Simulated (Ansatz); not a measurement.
## Mg: distorted cells

Method: Ansatz 0.2.0, DFT PBE, scalar-relativistic, plane waves, PAW.

Cutoff 420 eV; k points 15×15×4 on the computed 4-atom cell (Γ-centred); Gaussian smearing, width 0.10 eV; no spin polarisation.

Reference cell:

```
CELL_PARAMETERS angstrom
3.17683 0.00000 0.00000
-1.58841 2.75121 0.00000
0.00000 0.00000 10.31886
ATOMIC_POSITIONS crystal
Mg 0.00000 0.00000 0.00000
Mg 0.33333 0.66667 0.25000
Mg 0.00000 0.00000 0.50000
Mg 0.66667 0.33333 0.75000
```

Each variant moves atoms of this cell by the vectors given, if any (Å), and then applies a symmetric strain (tensor components, Cartesian axes). The reference cell isn't relaxed at this level. Energies are per atom at zero smearing, counted from the lowest variant. Pressure is positive in compression.

1. strain (xx yy zz yz xz xy, %) 2.90 2.90 -0.10 0.00 0.00 0.00
2. strain (xx yy zz yz xz xy, %) -4.38 -4.38 -1.38 0.00 0.00 0.00; moves: Mg1 (0.000, 0.000, 0.062); Mg2 (0.000, 0.000, -0.045); Mg3 (0.000, 0.000, 0.056); Mg4 (0.000, 0.000, -0.073)
3. strain (xx yy zz yz xz xy, %) -3.40 -3.40 -1.90 0.00 0.00 0.00

```tsv
result	ΔE (meV/atom)	P (GPa)	largest force (eV/Å)
A	30.3	4.84	0.00
B	56.0	5.97	0.47
C	0.0	-1.14	0.00
```

Which variant gave which result?

A is 3, B is 2, C is 1. The pressure falls as the cell grows: from the smallest volume to the largest the variants are 2, 3, 1.